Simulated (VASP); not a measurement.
# Ba2TiO4 (P4/mmm) in VASP: further runs

Runs on Ba2TiO4. Level: LDA. Tasks: single point, relaxation of cell and atoms.

All numbers are computed with VASP 6.6.1; they aren't measurements. Logs are shortened: lines on timing, memory, paths and dates and some standing lists are left out, and cuts for length are marked.

**1. The crystal as given**

It takes space group P4/mmm (No. 123, tetragonal). Conventional cell: a = 3.786 Å, b = 3.786 Å, c = 7.137 Å, α = 90.00°, β = 90.00°, γ = 90.00°. Ba (site symmetry 4mm) is surrounded by 8 O at 2.68 to 2.69 Å. Around Ti (site symmetry 4/mmm) lie 6 O at 1.89 to 1.94 Å. O (site symmetry mmm) is surrounded by 2 Ti at 1.89 Å. O (site symmetry 4mm) has 1 Ti at 1.94 Å as nearest neighbours.

The cell comes from a database or a generator and needn't be the stable form of this composition.

**2. Single point, LDA**

File INCAR:

```
SYSTEM = Ba2TiO4
PREC = Accurate
ENCUT = 520
EDIFF = 1E-7
ISMEAR = 0
SIGMA = 0.01
LREAL = .FALSE.
LASPH = .TRUE.
NELM = 100
ALGO = Normal
ISIF = 2
LWAVE = .FALSE.
LCHARG = .FALSE.
GGA = CA
NBANDS = 37
```

File KPOINTS:

```
regular mesh
0
G
  4 4 2
  0 0 0
```

File POSCAR:

```
Ba2TiO4
1.0
    3.7857819163      0.0000000000      0.0000000000
    0.0000000000      3.7857819163      0.0000000000
    0.0000000000      0.0000000000      7.1371814062
Ba Ti O
2 1 4
Direct
    0.0000000000      0.0000000000      0.7668984684
    0.0000000000      0.0000000000      0.2331015316
    0.5000000000      0.5000000000      0.5000000000
    0.0000000000      0.5000000000      0.5000000000
    0.5000000000      0.5000000000      0.7712944337
    0.5000000000      0.5000000000      0.2287055663
    0.5000000000      0.0000000000      0.5000000000
```

Potentials or basis: VASP PAW LDA potentials, release 64 (Ba_sv, Ti_sv, O).

Command:

```bash
cat potpaw_LDA.64/Ba_sv/POTCAR potpaw_LDA.64/Ti_sv/POTCAR potpaw_LDA.64/O/POTCAR > POTCAR
mpirun -np 1 vasp_std > vasp.out
```

OUTCAR:

```text
SYSTEM = Ba2TiO4
   PREC = Accurate
   ENCUT = 520
   EDIFF = 1E-7
   ISMEAR = 0
   LREAL = .FALSE.
   LASPH = .TRUE.
   NELM = 100
   ISIF = 2
   GGA = CA

 ion  position               nearest neighbor table
   1  0.000  0.000  0.767-   5 2.68   5 2.68   5 2.68   5 2.68   4 2.69   7 2.69   7 2.69   4 2.69
                             3 3.29   3 3.29   3 3.29   3 3.29   2 3.33   2 3.81
   2  0.000  0.000  0.233-   6 2.68   6 2.68   6 2.68   6 2.68   4 2.69   7 2.69   7 2.69   4 2.69
                             3 3.29   3 3.29   3 3.29   3 3.29   1 3.33   1 3.81
   3  0.500  0.500  0.500-   4 1.89   7 1.89   7 1.89   4 1.89   6 1.94   5 1.94   1 3.29   2 3.29
                             1 3.29   1 3.29   2 3.29   2 3.29   1 3.29   2 3.29
   4  0.000  0.500  0.500-   3 1.89   3 1.89   1 2.69   1 2.69   2 2.69   2 2.69
   5  0.500  0.500  0.771-   3 1.94   1 2.68   1 2.68   1 2.68   1 2.68
   6  0.500  0.500  0.229-   3 1.94   2 2.68   2 2.68   2 2.68   2 2.68
   7  0.500  0.000  0.500-   3 1.89   3 1.89   1 2.69   2 2.69   1 2.69   2 2.69

  LATTYP: Found a simple tetragonal cell.
 ALAT       =     3.7857819163
 C/A-ratio  =     1.8852595221

  Lattice vectors:

 A1 = (   3.7857819163,   0.0000000000,   0.0000000000)
 A2 = (   0.0000000000,   3.7857819163,   0.0000000000)
 A3 = (   0.0000000000,   0.0000000000,   7.1371814062)

Analysis of symmetry for initial positions (statically):
=====================================================================
 Subroutine PRICEL returns:
 Original cell was already a primitive cell.

 Routine SETGRP: Setting up the symmetry group for a
 simple tetragonal supercell.

 Subroutine GETGRP returns: Found 16 space group operations
 (whereof 16 operations were pure point group operations)
 out of a pool of 16 trial point group operations.

The static configuration has the point symmetry D_4h.

Analysis of symmetry for dynamics (positions and initial velocities):
=====================================================================
 Subroutine PRICEL returns:
 Original cell was already a primitive cell.

 Routine SETGRP: Setting up the symmetry group for a
 simple tetragonal supercell.

 Subroutine GETGRP returns: Found 16 space group operations
 (whereof 16 operations were pure point group operations)
 out of a pool of 16 trial point group operations.

The dynamic configuration has the point symmetry D_4h.

 Subroutine INISYM returns: Found 16 space group operations
 (whereof 16 operations are pure point group operations),
 and found     1 'primitive' translations

[... 98 lines left out ...]
   ISYM   =      2    0-nonsym 1-usesym 2-fastsym
   POTIM  = 0.5000    time-step for ionic-motion
   TEBEG  =    0.0;   TEEND  =   0.0 temperature during run
   PSTRESS=    0.0 pullay stress
   NELECT =      56.0000    total number of electrons
   NUPDOWN=      -1.0000    fix difference up-down
   EMIN   =  10.00;   EMAX   =-10.00  energy-range for DOS
   EFERMI =   0.00;   METHOD = LEGACY
   ISMEAR =     0;   SIGMA  =   0.01  broadening in eV -4-tet -1-fermi 0-gaus
   EFERMI_NEDOS =   21; number of points for ismear=-14 and -15
   IALGO  =     38    algorithm
   IMIX   =      4    mixing-type and parameters
     AMIX     =   0.40;   BMIX     =  1.00
     AMIX_MAG =   1.60;   BMIX_MAG =  1.00
  volume/ion in A,a.u.               =      14.61        98.61
  Fermi-wavevector in a.u.,A,eV,Ry     =   1.339239  2.530795 24.402893  1.793562
  Thomas-Fermi vector in A             =   2.467647
   LORBIT       =      0    0 simple, 1 ext, 2 COOP (PROOUT), +10 PAW based schemes
   GGA     = CA    functional components
   LHFCALC =     F    Hartree Fock is set to
   AEXX    =    0.0000 exact exchange contribution
   IVDW    =     0    specifies the selected vdW correction
   LEPSILON=     F    determine dielectric tensor
   LRPA    =     F    only Hartree local field effects (RPA)
 non-spin polarized calculation
 Gauss-broadening in eV      SIGMA  =   0.01
  energy-cutoff  :      520.00
  volume of cell :      102.29
 maximum number of plane-waves:      2780
   NGX = 15   NGY = 15   NGZ = 27

 number of electron      55.9999976 magnetization

 Free energy of the ion-electron system (eV)
  ---------------------------------------------------
  ext. energy  EPLUGINS =         0.00000000
  ---------------------------------------------------
  free energy    TOTEN  =       -56.00447459 eV

  energy without entropy =      -56.00447459  energy(sigma->0) =      -56.00447459

 E-fermi :   3.4366     XC(G=0): -11.1183

 val. band max:        3.3929710963   @ k =   0.2500   0.0000   0.0000
 cond. band min:       5.0452172226   @ k =   0.0000   0.0000   0.0000
 fundamental gap:      1.6522461263
 Fermi energy:         3.4366094748

 k-point     1 :       0.0000    0.0000    0.0000
  band No.  band energies     occupation
      1     -52.0219      2.00000
      2     -28.8315      2.00000
      3     -28.8315      2.00000
      4     -28.6444      2.00000
      5     -22.4419      2.00000
      6     -22.1182      2.00000
[... 469 lines left out ...]
     36      10.3277      0.00000
     37      10.3277      0.00000

------------------------ aborting loop because EDIFF is reached ----------------------------------------

  FORCE on cell =-STRESS in cart. coord.  units (eV):
  Direction    XX          YY          ZZ          XY          YZ          ZX
  --------------------------------------------------------------------------------------
  -------------------------------------------------------------------------------------
  Total        8.4850197      8.4850197      7.8005513      0.0000000     -0.0000000      0.0000000
  in kB      132.9001647    132.9001647    122.1793918      0.0000000     -0.0000000      0.0000000
  external PRESSURE =     129.3265737 kB  Pullay stress =       0.0000000 kB

 VOLUME and BASIS-vectors are now :
 -----------------------------------------------------------------------------
  energy-cutoff  :      520.00
  volume of cell :      102.29
      direct lattice vectors                 reciprocal lattice vectors
     3.785781916  0.000000000  0.000000000     0.264146225  0.000000000  0.000000000
     0.000000000  3.785781916  0.000000000     0.000000000  0.264146225  0.000000000
     0.000000000  0.000000000  7.137181406     0.000000000  0.000000000  0.140111333

 POSITION                                       TOTAL-FORCE (eV/Angst)
 -----------------------------------------------------------------------------------
      0.00000      0.00000      5.47349        -0.000000      0.000000      0.213544
      0.00000      0.00000      1.66369         0.000000      0.000000     -0.213544
      1.89289      1.89289      3.56859         0.000000     -0.000000      0.000000
      0.00000      1.89289      3.56859         0.000000     -0.000000      0.000000
      1.89289      1.89289      5.50487         0.000000     -0.000000      0.083721
      1.89289      1.89289      1.63231         0.000000      0.000000     -0.083721
      1.89289      0.00000      3.56859         0.000000     -0.000000      0.000000
 -----------------------------------------------------------------------------------
    total drift:                                0.000000      0.000000      0.000000

  FREE ENERGIE OF THE ION-ELECTRON SYSTEM (eV)
  ---------------------------------------------------
  free  energy   TOTEN  =       -56.0044745901 eV

  energy  without entropy=      -56.0044745901  energy(sigma->0) =      -56.00447459
```

Run time: 27 s. Hardware: 1 thread of Intel Xeon 6975P-C (Granite Rapids), shared host; peak memory 0.18 GiB.

Results:

```
Free energy            : -56.0045 eV
Pressure               : 12.9 GPa
Largest force          : 0.214 eV/Å
Band gap on the k mesh : 1.65 eV, indirect (least direct gap 1.78 eV)
```

Forces on the atoms (eV/Å):
```
Ba   0.000  0.000  0.214
Ba   0.000  0.000 -0.214
Ti   0.000  0.000  0.000
O    0.000  0.000  0.000
O    0.000  0.000  0.084
O    0.000  0.000 -0.084
O    0.000  0.000  0.000
```

Stress tensor (GPa, compression positive):
```
13.29  0.00  0.00
 0.00 13.29  0.00
 0.00  0.00 12.22
```

Caveat: the k mesh is coarse (spacing up to 0.44 Å⁻¹), so the values aren't converged; spin-orbit coupling is left out, which moves the levels of the heavy elements. A k mesh can miss the band edges.

**3. Relaxation of cell and atoms, LDA, target pressure 10 GPa, at which the enthalpy is minimised**

This run uses another cell than the first one, of 19.91 Å³/atom, 1.362 times its volume.

File INCAR:

```
PREC = Accurate
ENCUT = 600
EDIFF = 1E-7
ISMEAR = 0
SIGMA = 0.01
LREAL = False
LASPH = True
NELM = 100
ALGO = Normal
ISIF = 3
LWAVE = False
LCHARG = False
IBRION = 2
NSW = 80
EDIFFG = -0.01
PSTRESS = 100.0
```

File KPOINTS:

```
regular mesh
0
Gamma
  4 4 2
```

File POSCAR:

```
Ba2TiO4
1.0
    3.9820530000      0.0000000000      0.0000000000
    0.0000000000      3.9820530000      0.0000000000
    0.0000000000      0.0000000000      8.7881510000
Ba Ti O
2 1 4
Direct
    0.0000000000      0.0000000000      0.7255710000
    0.0000000000      0.0000000000      0.2744290000
    0.5000000000      0.5000000000      0.5000000000
    0.0000000000      0.5000000000      0.5000000000
    0.5000000000      0.5000000000      0.7266170000
    0.5000000000      0.5000000000      0.2733830000
    0.5000000000      0.0000000000      0.5000000000
```

Potentials or basis: VASP PAW LDA potentials, release 64 (Ba_sv, Ti_sv, O).

Command:

```bash
cat potpaw_LDA.64/Ba_sv/POTCAR potpaw_LDA.64/Ti_sv/POTCAR potpaw_LDA.64/O/POTCAR > POTCAR
mpirun -np 1 vasp_std > vasp.out
```

It took 10 min on 1 thread of Intel Xeon 6975P-C (Granite Rapids), shared host; peak memory 0.26 GiB.

It converged, with:

| Quantity | Value |
| --- | --- |
| Free energy | -56.1788 eV |
| Relaxed volume | 14.84 Å³/atom |
| Relaxed cell | a = 3.805 Å, b = 3.805 Å, c = 7.174 Å, α = 90.00°, β = 90.00°, γ = 90.00° |
| Space group after relaxing (to 0.05 Å) | P4/mmm (No. 123) |
| Energy change on relaxing (the enthalpy is what falls) | +43.9 meV/atom |
| Ionic steps | 23 |
| Pressure after relaxing | 10.0 GPa |
| Largest force after relaxing | 0.003 eV/Å |
| Band gap on the k mesh | 1.67 eV, indirect (least direct gap 1.80 eV) |

Forces in eV/Å, atoms in the order of the input:
```
Ba   0.000  0.000 -0.002
Ba   0.000  0.000  0.002
Ti   0.000  0.000  0.000
O    0.000  0.000  0.000
O    0.000  0.000 -0.003
O    0.000  0.000  0.003
O    0.000  0.000  0.000
```

The path:
```
step  energy change (eV)  largest force (eV/Å)  pressure (GPa)  volume (Å³)
   1              0.0000                0.5905           -6.26       139.35
   2              3.6225                3.8858           50.99       102.44
   3              0.0329                0.7595            8.61       123.02
   4              0.0663                0.8208            9.35       122.45
   5              0.0865                0.8563            9.76       122.12
   6              0.0835                0.7680            9.79       120.23
   7              0.1369                0.6296           10.32       114.61
   8              0.5290                0.5121           13.81       103.75
   9              0.4747                0.5160           12.35       103.53
  10              0.4437                0.5263            9.99       103.09
  11              0.4459                0.5745            9.88       103.04
  12              0.4190                0.4836           10.03       103.04
  13              0.3702                0.1992           10.93       103.02
  14              0.4398                0.9658           13.67       102.96
  15              0.3651                0.1097           11.35       103.01
  16              0.3651                0.1407           11.31       103.01
  17              0.3181                0.0787           10.19       103.69
  18              0.3100                0.0815           10.00       103.82
  19              0.2943                0.0870            9.60       104.07
  20              0.3057                0.0829            9.88       103.89
  21              0.3059                0.0476            9.92       103.88
  22              0.3063                0.0106            9.97       103.87
  23              0.3075                0.0034           10.01       103.85
```

Final structure:
```xyz
7
Lattice="3.8047 0.0000 0.0000 0.0000 3.8047 0.0000 0.0000 0.0000 7.1742" Properties=species:S:1:pos:R:3 pbc="T T T"
Ba    0.0000    0.0000    5.5049
Ba    0.0000    0.0000    1.6693
Ti    1.9024    1.9024    3.5871
O     0.0000    1.9024    3.5871
O     1.9024    1.9024    5.5297
O     1.9024    1.9024    1.6445
O     1.9024    0.0000    3.5871
```

Levels at points of the mesh, in eV from the valence-band top:
| k point | band 26 | band 27 | band 28 | band 29 | band 30 | band 31 |
| --- | --- | --- | --- | --- | --- | --- |
| (0.00, 0.00, 0.00) | -0.25 | -0.25 | -0.13 | 1.67 | 3.00 | 3.00 |
| (0.50, 0.00, 0.00) | -1.16 | -0.53 | -0.15 | 3.14 | 3.87 | 3.88 |
| (0.50, 0.50, 0.00) | -0.28 | -0.14 | -0.14 | 3.37 | 3.37 | 4.16 |
| (0.00, 0.00, 0.50) | -1.05 | -0.19 | -0.19 | 1.67 | 2.80 | 2.80 |
| (0.50, 0.00, 0.50) | -1.07 | -0.73 | -0.73 | 3.07 | 3.87 | 3.90 |
| (0.50, 0.50, 0.50) | -0.28 | -0.20 | -0.20 | 4.08 | 4.08 | 4.56 |

Caveat: the cell is relaxed towards a set pressure, so the enthalpy falls and the energy may rise; the volume moved by over 15 % at a fixed basis, so the end points are rough; spin-orbit coupling is left out, which moves the levels of the heavy elements. Expect the measured gap to be larger: semilocal functionals such as LDA lack the derivative discontinuity.
